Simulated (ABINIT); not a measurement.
# Nb (Im-3m) in ABINIT: equation of state

Aim: energy against volume of Nb in PBEsol, for its equilibrium volume and stiffness.

Program: ABINIT 10.8.3 (patched build). These are calculated values, not measurements. Logs are shortened: lines on timing, memory, paths and dates and some standing lists are left out, and cuts for length are marked. The log counts tension as positive stress, the text compression.

**The experiment to reproduce.**

From “Pressure effects on the electronic structure and superconductivity of (TaNb)0.67(HfZrTi)0.33 high entropy alloy”, 2019, arxiv:1910.08312, for a bulk crystal of Nb: bulk modulus 169 GPa.

How close the calculation comes is told below.

## Step 1: The structure

Symmetry: Im-3m, No. 229, cubic system. Conventional cell: a = 3.328 Å, b = 3.328 Å, c = 3.328 Å, α = 90.00°, β = 90.00°, γ = 90.00°. Around Nb (site symmetry m-3m) lie 8 Nb at 2.88 Å.

## Step 2: Equation of state, PBEsol

run.abi reads:

```
ndtset 7
getwfk -1
scalecart1 3*0.9795861087
scalecart2 3*0.9864848297
scalecart3 3*0.9932883884
scalecart4 3*1.0000000000
scalecart5 3*1.0066227096
scalecart6 3*1.0131594038
scalecart7 3*1.0196128224

pp_dirpath "./"
pseudos "Nb.upf"

acell 5.4462775076 5.4462775076 5.4462775076
rprim
    -0.5773502692     0.5773502692     0.5773502692
     0.5773502692    -0.5773502692     0.5773502692
     0.5773502692     0.5773502692    -0.5773502692
ntypat 1
znucl 41
natom 1
typat 1
xred
     0.0000000000     0.0000000000     0.0000000000

ecut 1115.666836 eV

kptopt 1
ngkpt 11 11 11
nshiftk 1
shiftk 0.0 0.0 0.0

ixc -116133

nband 11
occopt 3
tsmear 0.05 eV

nstep 100
tolvrs 1.0e-10

iomode 3
prtwf 1
prtden 0
prteig 0
prtebands 0
enunit 1
```

Potentials or basis: PseudoDojo NC SR PBEsol v0.4.1 standard.

Started as:

```console
abinit run.abi > log 2>&1
```

run.abo:

```text
.Version 10.8.3 of ABINIT
 DATASET    1 : space group Im -3 m (#229); Bravais cI (body-center cubic)
================================================================================
 Values of the parameters that define the memory need for DATASET  1.
     intxc =       0    ionmov =       0      iscf =       7    lmnmax =       6
     lnmax =       6     mgfft =      32  mpssoang =       3    mqgrid =    3001
     natom =       1  nloc_mem =       1    nspden =       1   nspinor =       1
    nsppol =       1      nsym =      48    n1xccc =    2501    ntypat =       1
    occopt =       3   xclevel =       2
       mpw =        1490          nfft =       32768          nkpt =          56
================================================================================
================================================================================

 DATASET    2 : space group Im -3 m (#229); Bravais cI (body-center cubic)
================================================================================
 Values of the parameters that define the memory need for DATASET  2.
     intxc =       0    ionmov =       0      iscf =       7    lmnmax =       6
     lnmax =       6     mgfft =      32  mpssoang =       3    mqgrid =    3001
     natom =       1  nloc_mem =       1    nspden =       1   nspinor =       1
    nsppol =       1      nsym =      48    n1xccc =    2501    ntypat =       1
    occopt =       3   xclevel =       2
       mpw =        1511          nfft =       32768          nkpt =          56
================================================================================
================================================================================
[... 49 lines left out ...]
 DATASET    7 : space group Im -3 m (#229); Bravais cI (body-center cubic)
================================================================================
 Values of the parameters that define the memory need for DATASET  7.
     intxc =       0    ionmov =       0      iscf =       7    lmnmax =       6
     lnmax =       6     mgfft =      32  mpssoang =       3    mqgrid =    3001
     natom =       1  nloc_mem =       1    nspden =       1   nspinor =       1
    nsppol =       1      nsym =      48    n1xccc =    2501    ntypat =       1
    occopt =       3   xclevel =       2
       mpw =        1674          nfft =       32768          nkpt =          56
================================================================================
================================================================================

--------------------------------------------------------------------------------
------------- Echo of variables that govern the present computation ------------
--------------------------------------------------------------------------------
 -outvars: echo values of preprocessed input variables --------
            acell      5.4462775076E+00  5.4462775076E+00  5.4462775076E+00 Bohr
              amu      9.29063800E+01
             ecut      4.10000000E+01 Hartree
           enunit           1
           getwfk          -1
                       outvar_i_n : Printing only first  50 k-points.
              ixc     -116133
           jdtset        1    2    3    4    5    6    7
                       outvar_i_n : Printing only first  50 k-points.
         kptrlatt       11    0    0      0   11    0      0    0   11
          kptrlen1     5.86860757E+01
          kptrlen2     5.90993715E+01
          kptrlen3     5.95069663E+01
          kptrlen4     5.99090526E+01
          kptrlen5     6.03058128E+01
          kptrlen6     6.06974200E+01
          kptrlen7     6.10840382E+01
            natom           1
            nband          11
           ndtset           7
            ngfft          32      32      32
             nkpt          56
            nstep         100
             nsym          48
           ntypat           1
                       prtocc : prtvol=0, do not print more k-points.
           occopt           3
           prtden           0
        prtebands           0
           prteig           0
            rprim1    -5.6556430356E-01  5.6556430356E-01  5.6556430356E-01
                       5.6556430356E-01 -5.6556430356E-01  5.6556430356E-01
                       5.6556430356E-01  5.6556430356E-01 -5.6556430356E-01
            rprim2    -5.6954728199E-01  5.6954728199E-01  5.6954728199E-01
                       5.6954728199E-01 -5.6954728199E-01  5.6954728199E-01
                       5.6954728199E-01  5.6954728199E-01 -5.6954728199E-01
            rprim3    -5.7347531844E-01  5.7347531844E-01  5.7347531844E-01
                       5.7347531844E-01 -5.7347531844E-01  5.7347531844E-01
                       5.7347531844E-01  5.7347531844E-01 -5.7347531844E-01
            rprim4    -5.7735026920E-01  5.7735026920E-01  5.7735026920E-01
                       5.7735026920E-01 -5.7735026920E-01  5.7735026920E-01
                       5.7735026920E-01  5.7735026920E-01 -5.7735026920E-01
            rprim5    -5.8117389237E-01  5.8117389237E-01  5.8117389237E-01
                       5.8117389237E-01 -5.8117389237E-01  5.8117389237E-01
                       5.8117389237E-01  5.8117389237E-01 -5.8117389237E-01
            rprim6    -5.8494785453E-01  5.8494785453E-01  5.8494785453E-01
                       5.8494785453E-01 -5.8494785453E-01  5.8494785453E-01
                       5.8494785453E-01  5.8494785453E-01 -5.8494785453E-01
            rprim7    -5.8867373749E-01  5.8867373749E-01  5.8867373749E-01
                       5.8867373749E-01 -5.8867373749E-01  5.8867373749E-01
                       5.8867373749E-01  5.8867373749E-01 -5.8867373749E-01
          spgroup         229
           tolvrs      1.00000000E-10
           tsmear      1.83746611E-03 Hartree
            typat      1
                       outvars : Printing only first  50 k-points.
            znucl       41.00000

================================================================================

 chkinp: Checking input parameters for consistency, jdtset=   1.

 chkinp: Checking input parameters for consistency, jdtset=   2.

 chkinp: Checking input parameters for consistency, jdtset=   3.

 chkinp: Checking input parameters for consistency, jdtset=   4.

 chkinp: Checking input parameters for consistency, jdtset=   5.

 chkinp: Checking input parameters for consistency, jdtset=   6.

 chkinp: Checking input parameters for consistency, jdtset=   7.

================================================================================
== DATASET  1 ==================================================================

--- !DatasetInfo
iteration_state: {dtset: 1, }
dimensions: {natom: 1, nkpt: 56, mband: 11, nsppol: 1, nspinor: 1, nspden: 1, mpw: 1490, }
cutoff_energies: {ecut:  41.0, pawecutdg:  -1.0, }
electrons: {nelect:   1.30000000E+01, charge:   0.00000000E+00, occopt:   3.00000000E+00, tsmear:   1.83746611E-03, }
meta: {optdriver: 0, ionmov: 0, optcell: 0, iscf: 7, paral_kgb: 0, }
...

 Real(R)+Recip(G) space primitive vectors, cartesian coordinates (Bohr,Bohr^-1):
 R(1)= -3.0802201  3.0802201  3.0802201  G(1)=  0.0000000  0.1623261  0.1623261
 R(2)=  3.0802201 -3.0802201  3.0802201  G(2)=  0.1623261  0.0000000  0.1623261
 R(3)=  3.0802201  3.0802201 -3.0802201  G(3)=  0.1623261  0.1623261  0.0000000
 Unit cell volume ucvol=  1.1689751E+02 bohr^3
 Angles (23,13,12)=  1.09471221E+02  1.09471221E+02  1.09471221E+02 degrees

 getcut: wavevector=  0.0000  0.0000  0.0000  ngfft=  32  32  32
         ecut(hartree)=     41.000   => boxcut(ratio)=   2.08293

--- Pseudopotential description ------------------------------------------------
- pspini: atom type   1  psp file is ./Nb.upf
12 -116133 2 -1 1660                          pspcod,pspxc,lmax,lloc,mmax
     nproj     2     2     2

   2.03678009E+02                                ecore*ucvol(ha*bohr**3)
--------------------------------------------------------------------------------

================================================================================

--- !BeginCycle
iteration_state: {dtset: 1, }
solver: {iscf: 7, nstep: 100, nline: 4, wfoptalg: 0, }
tolerances: {tolvrs: 1.00E-10, }
...

     iter   Etot(hartree)      deltaE(h)  residm     vres2
 ETOT  1  -62.221967637880    -6.222E+01 1.375E-01 8.414E+01
 ETOT  2  -62.249693144790    -2.773E-02 1.202E-02 1.122E+01
 ETOT  3  -62.251734976707    -2.042E-03 3.108E-03 8.777E-04
 ETOT  4  -62.251736033884    -1.057E-06 6.227E-03 2.922E-05
 ETOT  5  -62.251736038643    -4.760E-09 4.133E-03 6.273E-08
 ETOT  6  -62.251736038653    -9.756E-12 7.224E-04 2.844E-10
 ETOT  7  -62.251736038654    -7.034E-13 2.600E-04 7.224E-13
[... 880 lines left out ...]
kinetic             :  1.80186246597449E+01
hartree             :  7.93016689141529E+00
xc                  : -1.29413740794633E+01
Ewald energy        : -4.79581256689927E+01
psp_core            :  1.54511521094463E+00
local_psp           : -3.66135157593025E+01
non_local_psp       :  7.77155394834098E+00
internal            : -6.22475547973127E+01
'-kT*entropy'       : -5.19411877715531E-04
total_energy        : -6.22480742091904E+01
total_energy_eV     : -1.69385639037477E+03
band_energy         : -4.76856236856118E+00
...

 Cartesian components of stress tensor (hartree/bohr^3)
  sigma(1 1)=  5.37790089E-04  sigma(3 2)=  0.00000000E+00
  sigma(2 2)=  5.37790089E-04  sigma(3 1)=  0.00000000E+00
  sigma(3 3)=  5.37790089E-04  sigma(2 1)=  0.00000000E+00

-Cartesian components of stress tensor (GPa)         [Pressure= -1.5822E+01 GPa]
- sigma(1 1)=  1.58223307E+01  sigma(3 2)=  0.00000000E+00
- sigma(2 2)=  1.58223307E+01  sigma(3 1)=  0.00000000E+00
- sigma(3 3)=  1.58223307E+01  sigma(2 1)=  0.00000000E+00

== END DATASET(S) ==============================================================
================================================================================

 -outvars: echo values of variables after computation  --------
            acell      5.4462775076E+00  5.4462775076E+00  5.4462775076E+00 Bohr
           etotal1    -6.2251736039E+01
           etotal2    -6.2251826355E+01
           etotal3    -6.2251604141E+01
           etotal4    -6.2251093853E+01
           etotal5    -6.2250320079E+01
           etotal6    -6.2249306055E+01
           etotal7    -6.2248074209E+01
            fcart1    -0.0000000000E+00 -0.0000000000E+00 -0.0000000000E+00
            fcart2    -0.0000000000E+00 -0.0000000000E+00 -0.0000000000E+00
            fcart3    -0.0000000000E+00 -0.0000000000E+00 -0.0000000000E+00
            fcart4    -0.0000000000E+00 -0.0000000000E+00 -0.0000000000E+00
            fcart5    -0.0000000000E+00 -0.0000000000E+00 -0.0000000000E+00
            fcart6    -0.0000000000E+00 -0.0000000000E+00 -0.0000000000E+00
            fcart7    -0.0000000000E+00 -0.0000000000E+00 -0.0000000000E+00
            rprim1    -5.6556430356E-01  5.6556430356E-01  5.6556430356E-01
                       5.6556430356E-01 -5.6556430356E-01  5.6556430356E-01
                       5.6556430356E-01  5.6556430356E-01 -5.6556430356E-01
            rprim2    -5.6954728199E-01  5.6954728199E-01  5.6954728199E-01
                       5.6954728199E-01 -5.6954728199E-01  5.6954728199E-01
                       5.6954728199E-01  5.6954728199E-01 -5.6954728199E-01
            rprim3    -5.7347531844E-01  5.7347531844E-01  5.7347531844E-01
                       5.7347531844E-01 -5.7347531844E-01  5.7347531844E-01
                       5.7347531844E-01  5.7347531844E-01 -5.7347531844E-01
            rprim4    -5.7735026920E-01  5.7735026920E-01  5.7735026920E-01
                       5.7735026920E-01 -5.7735026920E-01  5.7735026920E-01
                       5.7735026920E-01  5.7735026920E-01 -5.7735026920E-01
            rprim5    -5.8117389237E-01  5.8117389237E-01  5.8117389237E-01
                       5.8117389237E-01 -5.8117389237E-01  5.8117389237E-01
                       5.8117389237E-01  5.8117389237E-01 -5.8117389237E-01
            rprim6    -5.8494785453E-01  5.8494785453E-01  5.8494785453E-01
                       5.8494785453E-01 -5.8494785453E-01  5.8494785453E-01
                       5.8494785453E-01  5.8494785453E-01 -5.8494785453E-01
            rprim7    -5.8867373749E-01  5.8867373749E-01  5.8867373749E-01
                       5.8867373749E-01 -5.8867373749E-01  5.8867373749E-01
                       5.8867373749E-01  5.8867373749E-01 -5.8867373749E-01
           strten1    -1.0087608070E-04 -1.0087608070E-04 -1.0087608070E-04
                       0.0000000000E+00  0.0000000000E+00  0.0000000000E+00
           strten2     3.0062891659E-05  3.0062891659E-05  3.0062891659E-05
                       0.0000000000E+00  0.0000000000E+00  0.0000000000E+00
           strten3     1.5066590522E-04  1.5066590522E-04  1.5066590522E-04
                       0.0000000000E+00  0.0000000000E+00  0.0000000000E+00
           strten4     2.6150087973E-04  2.6150087973E-04  2.6150087973E-04
                       0.0000000000E+00  0.0000000000E+00  0.0000000000E+00
           strten5     3.6271112893E-04  3.6271112893E-04  3.6271112893E-04
                       0.0000000000E+00  0.0000000000E+00  0.0000000000E+00
           strten6     4.5464275205E-04  4.5464275205E-04  4.5464275205E-04
                       0.0000000000E+00  0.0000000000E+00  0.0000000000E+00
           strten7     5.3779008942E-04  5.3779008942E-04  5.3779008942E-04
                       0.0000000000E+00  0.0000000000E+00  0.0000000000E+00
 Calculation completed.
```

Wall time 91 s (1 thread of Arm Neoverse V2, shared host); peak memory 0.11 GiB.

What came out:

```yaml
Equilibrium_volume: 17.61 Å³/atom
Bulk_modulus: 181 GPa
Pressure_derivative_of_the_bulk_modulus: 3.3
```

Energy against volume, from the lowest point:
| volume (Å³/atom) | energy (meV/atom) |
| --- | --- |
| 17.322 | 2.46 |
| 17.691 | 0.00 |
| 18.060 | 6.05 |
| 18.428 | 19.93 |
| 18.797 | 40.99 |
| 19.165 | 68.58 |
| 19.534 | 102.10 |

Caveat: pressures at fixed basis lie under the slope of the energies.

## Step 3: Comparison with measurements

Step 2. Against the measured bulk modulus of Nb, 169 GPa (quoted in “Pressure effects on the electronic structure and superconductivity of (TaNb)0.67(HfZrTi)0.33 high entropy alloy”, 2019, arxiv:1910.08312), the calculated 181 GPa is off by +7.2 %. The fit is for a static lattice scaled at fixed shape and fixed fractional positions.
